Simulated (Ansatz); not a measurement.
# LiCl (P4_12_12) at 3 levels of theory

One geometry, relaxed with PBE; plane waves with PAW potentials in Ansatz, scalar-relativistic. No spin polarisation. Gaps are the least over mesh and band path; pressure is positive in compression.

```cif
data_structure
_symmetry_space_group_name_H-M 'P4_12_12'
_symmetry_Int_Tables_number 92
_cell_length_a 6.7880
_cell_length_b 6.7880
_cell_length_c 3.6019
_cell_angle_alpha 90.000
_cell_angle_beta 90.000
_cell_angle_gamma 90.000
_cell_volume 165.96
loop_
_atom_site_label
_atom_site_type_symbol
_atom_site_symmetry_multiplicity
_atom_site_Wyckoff_symbol
_atom_site_fract_x
_atom_site_fract_y
_atom_site_fract_z
_atom_site_occupancy
Li1 Li 4 a 0.66211 0.66211 0.50000 1
Cl1 Cl 4 a 0.82935 0.82935 0.00000 1
```

```json
{"level": "PBE", "cutoff (eV)": "420", "k mesh": "4×4×6", "gap (eV)": "5.67", "pressure (GPa)": "0.0"}
{"level": "r2SCAN", "cutoff (eV)": "500", "k mesh": "4×4×6", "gap (eV)": "6.28", "pressure (GPa)": "-0.5"}
{"level": "LDA", "cutoff (eV)": "420", "k mesh": "4×4×6", "gap (eV)": "5.27", "pressure (GPa)": "-2.5"}
```

The structure comes from a generated guess; another structure or a mixture of phases may lie lower.
